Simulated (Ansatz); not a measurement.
How far is PAW off for NbC?

```
Nb C
1.0
     0.00000    2.15600    2.20000
     2.15600    0.00000    2.20000
     2.15600    2.15600    0.00000
Nb C
1 1
Direct
  0.00000 0.00000 0.00000
  0.50000 0.50000 0.50000
```

Atom numbers follow the list: Nb1, C2.

The cell comes from COD entry 1011323, which wasn't checked; take it as a given geometry. It is an old determination, and later ones may differ. The listed cell was then made from it by scaling, straining or moving an atom.

Spin polarisation is left out, and whether a magnetic state lies lower isn't shown here.

Methods: DFT, PBE, PAW with Ansatz's default frozen-core files, scalar-relativistic (Ansatz 0.2.0); DFT, PBE, all-electron PAW with datasets made for the crystal, scalar-relativistic (Ansatz 0.2.0); DFT, PBE, all-electron LAPW, scalar-relativistic (Ansatz 0.2.0).

For PAW: a Γ-centred 14×14×14 k mesh, Fermi–Dirac smearing of 0.08 eV, cutoff 420 eV, no spin polarisation. The crystal-made all-electron datasets (AE datasets) take a cutoff of 340 eV at this cell. LAPW targets a basis error of 0.25 meV/atom. The Ansatz runs share mesh, smearing and spin set-up. Plane-wave (PAW) pressures include the program's estimate of the Pulay term.

Stress and pressure are positive in compression.

The change that made this cell: equal xx and yy strain of -2 %.

No spin–orbit coupling: at heavy atoms the gradients can be off by tens of per cent for that reason.

In a metal, gradients converge slowly with the k mesh: the values move by tens of per cent from one mesh to another, at times in sign, so only the comparison on one mesh counts.

```csv
quantity,PAW,AE datasets,LAPW
pressure (GPa),36.44,36.40,36.39
stress xx (GPa),41.79,41.75,41.75
stress zz (GPa),25.73,25.69,25.69
field gradient Vzz at Nb1 (10²¹ V/m²),?,?,–
```

Q: What belongs in the row "field gradient Vzz at Nb1 (10²¹ V/m²)", column "AE datasets"?

A: 4.16.

Q: What belongs in the row "field gradient Vzz at Nb1 (10²¹ V/m²)", column "PAW"?

A: 4.06.
